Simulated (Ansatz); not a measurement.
The geometry is COD entry 7038081, unchecked; take it as a test cell. The listed cell was then made from it by scaling, straining or moving an atom.

SnS2: DFT, PBE, all-electron LAPW, scalar-relativistic (Ansatz 0.2.0). What sets it apart from a plain run of this crystal: equal xx and yy strain of +1 %.

Command: `ansatz run input.yaml --threads 1 --pin off --max-ram 4096MiB --backend cpu --events-out ev --progress --plain --runs-dir out` The run took 21 s on 1 thread of Intel(R) Xeon(R) Platinum 8488C (Sapphire Rapids), on a shared host, peak memory 0.49 GiB.

```yaml
crystal:
  lattice:
    - [3.6342833453, 0.0, 0.0]
    - [-1.8171416726, 3.1473817016, 0.0]
    - [0.0, 0.0, 5.494]
  atoms:
    - { symbol: Sn, position: [0.0, 0.0, 0.0] }
    - { symbol: S, position: [0.6666666667, 0.3333333333, 0.2639] }
    - { symbol: S, position: [0.3333333333, 0.6666666667, 0.7361] }
kpoints:
  mp_grid: { grid: [10, 10, 6] }
  band_path:
    path:
      - [0.0, 0.0, 0.0]
      - [0.5, 0.0, 0.0]
      - [0.3333333333, 0.3333333333, 0.0]
      - [0.0, 0.0, 0.0]
      - [0.0, 0.0, 0.5]
      - [0.5, 0.0, 0.5]
      - [0.3333333333, 0.3333333333, 0.5]
      - [0.0, 0.0, 0.5]
      - [0.5, 0.0, 0.5]
    npoints: 5
scf:
  occupations: { method: fermi_dirac, width: 0.01 }
hamiltonian:
  xc: pbe
  pseudopotentials: { kind: all_electron, lapw: { basis_error: 0.001 } }
output:
  forces: true
  stress: true
  eigenvalues: true
```

Output (standing set-up lines are left out):

```
LAPW: plane waves up to 7.929 Å⁻¹, error target 1.0e-3 eV per atom; small_component_spin mean_spin; S in spheres of 1.111 Å, 14 of its electrons in bands, Dirac shells []; Sn in spheres of 1.439 Å, 22 of its electrons in bands, Dirac shells []
Crystal: 3 atoms, lattice volume = 62.843 Å³
Basis set: ecut = 239.54431184034806 eV, 523 PW (Γ), exchange–correlation at level 2
Space group: P-3m1 (ITA 164), of the structure as read, at distance tolerance 4.0e-5 Å
Initial density: superposition of atomic densities (chi_scale 0.1, normalization cell, long waves kept (reshape's long-wave potential 0.10 eV rms))
iter 1 solved again at ethr=2.83e-3 eV; its pass at ethr=1.00e-1 eV (dr2=1.42e0 eV) is discarded
SCF iter   1: F=—  HF=-189816.243718 eV  |F-HF|=—  |Δ(HF+E_count)|=         —  Δρ=3.82e-2  dr2=1.42e0  ethr=2.83e-3  ⟨swp⟩=2.0  Hψ=14832  notcnv=0
preconditioner: auto → Resta (q_TF=auto, 2.626 Å⁻¹)  ε∞=3.1  [insulator: Δε(μ)=1.567 eV  Ē_g=16.351 eV  σ=0.010 eV  W_gap=1.00  n_scr=22 (ndim 8)  ℏωp=23.9 eV  f_vac=0.032  D(μ)=0.00/eV (n_scr^D=0)  ε∞_Penn≈3.1]
SCF iter   2: F=—  HF=-189815.758416 eV  |F-HF|=—  |Δ(HF+E_count)|=   4.85e-1  Δρ=1.61e-2  dr2=1.93e-1  ethr=2.83e-3  ⟨swp⟩=3.0  Hψ=6406  notcnv=0
SCF iter   3: F=—  HF=-189815.731324 eV  |F-HF|=—  |Δ(HF+E_count)|=   2.71e-2  Δρ=7.56e-3  dr2=4.19e-2  ethr=3.85e-4  ⟨swp⟩=2.0  Hψ=6192  notcnv=0
iter 4 solved again at ethr=3.63e-6 eV; its pass at ethr=8.39e-5 eV (dr2=1.82e-3 eV) is discarded
SCF iter   4: F=—  HF=-189815.735184 eV  |F-HF|=—  |Δ(HF+E_count)|=         —  Δρ=1.55e-3  dr2=1.80e-3  ethr=3.63e-6  ⟨swp⟩=2.0  Hψ=10846  notcnv=0
the basis was enlarged: its passes take 169.9 KiB over the memory plan, 1 of 1 planned eigensolver slots
SCF iter   5: F=—  HF=-189815.735584 eV  |F-HF|=—  |Δ(HF+E_count)|=   4.00e-4  Δρ=4.28e-4  dr2=1.28e-4  ethr=3.60e-6  ⟨swp⟩=3.0  Hψ=6368  notcnv=0
SCF iter   6: F=—  HF=-189815.735739 eV  |F-HF|=—  |Δ(HF+E_count)|=   1.55e-4  Δρ=1.81e-4  dr2=2.30e-5  ethr=2.56e-7  ⟨swp⟩=3.0  Hψ=6371  notcnv=0
SCF iter   7: F=—  HF=-189815.735788 eV  |F-HF|=—  |Δ(HF+E_count)|=   4.94e-5  Δρ=3.94e-5  dr2=1.48e-6  ethr=4.59e-8  ⟨swp⟩=3.0  Hψ=6413  notcnv=0
SCF iter   8: F=-189815.735792 eV  HF=-189815.735792 eV  |F-HF|=8.05e-8  |Δ(HF+E_count)|=   3.46e-6  Δρ=9.74e-6  dr2=8.49e-8  ethr=2.95e-9  ⟨swp⟩=3.0  Hψ=6408  notcnv=0
SCF 1 converged in 8 iterations: F = -189815.735792 eV  dr2 = 8.49e-8
NSCF: frozen V_eff on 41 k-points
SCF converged after 8 iterations
Free energy (F): -189815.735792 eV
Harris-Foulkes:  -189815.735792 eV  (|F-HF|=8.05e-8)
Internal energy: -189815.735792 eV  (E = F + TS)
E sigma→0 (E₀):  -189815.735792 eV
Fermi energy:    10.343219 eV
--- Per-component energies (eV) ---
  E_band       = -3193.544320
  E_kinetic    = 198610.552824
  E_xc         = -5895.813834
  E_electrostatic = -382530.474782  (all electrons and nuclei)
  E_smearing   = -0.000000  (= −TS)
  E_closure    = 0.000000  (closes the sum)
  E_atoms      = -189802.775228  (free atoms, spherical and without spin; not in F)
  Σ components = -189815.735792   (vs F -189815.735792, Δ=0.00e0)
  Basis errors (estimates in eV, not in F): energy 4.7e-4 per atom: plane waves 4.4e-4 (2.5e-4 summed), levels above the bands 5.0e-277, relativity 1.4e-8, radial functions 3.6e-5, core shells 1.8e-8; eigenvalues (radial functions only) 5.3e-6; not estimated: angular momenta, meshes, grids; target (lapw.basis_error) 1.0e-3; muffin-tin radii S 1.111 Å, Sn 1.439 Å
--- Forces (eV/Å), atoms counted from 1 ---
  atom   1  Sn     0.00000000     0.00000000     0.00000000
  atom   2  S      0.00000000     0.00000000     0.30253839
  atom   3  S      0.00000000    -0.00000000    -0.30253839
  max |Σ_I F_I| component: 9.25e-18 eV/Å
--- Stress (GPa, compression-positive) ---
        6.595873       0.000000       0.000000
        0.000000       6.595873       0.000000
        0.000000       0.000000       7.660380
  P = ⅓ Tr σ = 6.9507 GPa (69.507 kbar)
--- Band table (eV; the first three rows and the last of 72) ---
  k-point 0: bands = ["-195.0373", "-195.0373", "-139.8241", "-139.8241", "-139.8241", "-139.8241", "-139.7823", "-139.7823", "-119.4357", "-75.2336", "-75.2336", "-75.2310", "-11.5525", "-11.5525", "-11.5078", "-11.4772", "-11.4772", "-4.6620", "-2.2794", "3.4916", "8.7223", "8.7223", "8.8951", "8.8951", "9.8367", "11.4213", "12.9745", "14.9285", "14.9285", "18.7642"]
  k-point 1: bands = ["-195.0373", "-195.0373", "-139.8241", "-139.8241", "-139.8241", "-139.8241", "-139.7823", "-139.7823", "-119.4357", "-75.2336", "-75.2336", "-75.2310", "-11.5525", "-11.5525", "-11.5077", "-11.4772", "-11.4772", "-4.5949", "-2.4459", "3.8163", "8.6501", "8.6501", "8.9930", "8.9930", "9.1247", "11.9292", "13.0216", "14.7979", "14.7979", "18.6135"]
  k-point 2: bands = ["-195.0373", "-195.0373", "-139.8241", "-139.8241", "-139.8241", "-139.8241", "-139.7823", "-139.7823", "-119.4357", "-75.2336", "-75.2336", "-75.2310", "-11.5525", "-11.5525", "-11.5074", "-11.4772", "-11.4772", "-4.4319", "-2.7892", "4.6006", "7.9553", "8.5737", "8.5737", "9.1224", "9.1224", "12.5531", "13.1106", "14.5587", "14.5587", "18.1253"]
  k-point 71: bands = ["-195.0373", "-195.0373", "-139.8241", "-139.8241", "-139.8241", "-139.8241", "-139.7823", "-139.7823", "-119.4357", "-75.2341", "-75.2340", "-75.2310", "-11.5942", "-11.5654", "-11.4845", "-11.4700", "-11.4493", "-2.1452", "-1.9104", "2.2780", "4.8991", "5.1413", "5.7861", "9.2933", "9.3311", "12.7457", "14.7798", "14.9615", "16.4121", "17.9525"]
```
